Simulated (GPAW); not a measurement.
The system is ZrS2.

```
CELL_PARAMETERS angstrom
3.69138 0.00000 0.00000
-1.84569 3.19683 0.00000
0.00000 0.00000 6.04108
ATOMIC_POSITIONS crystal
Zr 0.00000 0.00000 0.00000
S 0.33333 0.66667 0.23791
S 0.66667 0.33333 0.76209
```

The cell is a database's computed one.

| Property | Result |
| --- | --- |
| Program | GPAW 26.7.0 |
| Task | single point |
| Functional | PBEsol |
| Potentials or basis | PAW data sets generated in the run's folder for this functional |
| Cutoff | 600 eV |
| Basis | pw |
| k mesh | 8 × 8 × 5 |
| Occupations | fermi-dirac, width 0.05 eV |
| Spin | no spin polarisation |

On this cell: pressure -2.8 GPa; largest force 0.173 eV/Å; band gap on the k mesh 0.98 eV, indirect (least direct gap 1.58 eV).

The same run follows on a disturbed copy (atoms moved at random, drawn with an rms of 0.05 Å):

```xyz
3
Lattice="3.6914 0.0000 0.0000 -1.8457 3.1968 0.0000 0.0000 0.0000 6.0411" Properties=species:S:1:pos:R:3 pbc="T T T"
Zr    0.0059    0.0047    0.0039
S    -0.0257    2.1361    1.4717
S     1.8419    1.1081    4.5613
```

Task: What changes?

Result: The energy moves by +11.0 meV/atom; pressure -4.6 GPa; largest force 0.631 eV/Å; band gap on the k mesh 0.87 eV, indirect (least direct gap 1.54 eV).

Forces in eV/Å, atoms in the order of the input:
```
Zr  -0.040  0.042 -0.100
S    0.090  0.095 -0.514
S   -0.051 -0.137  0.614
```

Stress tensor (GPa, compression positive):
```
-5.08 -0.14  0.46
-0.14 -4.69  0.76
 0.46  0.76 -4.14
```

Caveats: an odd mesh through Γ misses points on the zone boundary, where band edges often lie; this functional lacks dispersion, which binds the layers, so the pressure and a relaxed spacing across them are unreliable (some runs).
